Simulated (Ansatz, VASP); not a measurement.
**One calculation of Ga, two programs**

The input INCAR:

```
SYSTEM = Ga
ALGO = Normal ; EDIFF = 1E-7
EDIFFG = -0.01 ; ENCUT = 600
GGA = PE ; IBRION = 2
ISIF = 3 ; ISMEAR = 0
LASPH = .TRUE. ; LCHARG = .FALSE.
LREAL = .FALSE. ; LWAVE = .FALSE.
NELM = 60 ; NSW = 80
PREC = Accurate ; SIGMA = 0.1
```

Contents of KPOINTS:

```
k-points
0
G
  18 18 18
  0 0 0
```

Contents of POSCAR:

```
Ga
1.0
   -1.6784853481      1.6784853481      1.6784853481
    1.6784853481     -1.6784853481      1.6784853481
    1.6784853481      1.6784853481     -1.6784853481
Ga
1
Direct
    0.0000000000      0.0000000000      0.0000000000
```

Input for Ansatz:

```yaml
crystal:
  lattice:
    - [-1.6784853481, 1.6784853481, 1.6784853481]
    - [1.6784853481, -1.6784853481, 1.6784853481]
    - [1.6784853481, 1.6784853481, -1.6784853481]
  atoms:
    - { symbol: Ga, position: [0.0, 0.0, 0.0] }
basis:
  ecutwfc: 420
kpoints:
  mp_grid: { grid: [18, 18, 18] }
hamiltonian:
  xc: pbe
scf:
  occupations: { method: gaussian, width: 0.1 }
output:
  forces: true
  stress: true
  eigenvalues: true
relax:
  adjacent_minimum: "off"
  f_tol: 0.01
  max_steps: 60
  cell: { stress_tol: 0.1 }
```

Alike in both runs: task relaxation of cell and atoms; functional PBE; k mesh 18 × 18 × 18; occupations gaussian, width 0.1 eV; no spin polarisation.

```csv
,VASP,Ansatz
version,VASP 6.6.1,Ansatz 0.2.0
potentials or method,"VASP PAW PBE potentials, release 64 (Ga_d)","scalar-relativistic, plane waves, PAW"
plane-wave cutoff (eV),600,420
valence electrons in the cell,13,13
```

VASP gave:

* gap on the k mesh at the Fermi level, each at its own relaxed structure (eV): none
* relaxed volume (Å³/atom): 19.18
* relaxed cell length with the largest relative difference (Å): 2.921

Q: What did Ansatz give for the same quantities?

A: gap on the k mesh at the Fermi level, each at its own relaxed structure (eV): none; relaxed volume (Å³/atom): 19.17; relaxed cell length with the largest relative difference (Å): 2.920.

A gap of «none» marks a metal or a gap that the smearing closes.

PBE usually gives volumes a little too large and moduli too small. Zero-point motion and thermal expansion aren't in these numbers.
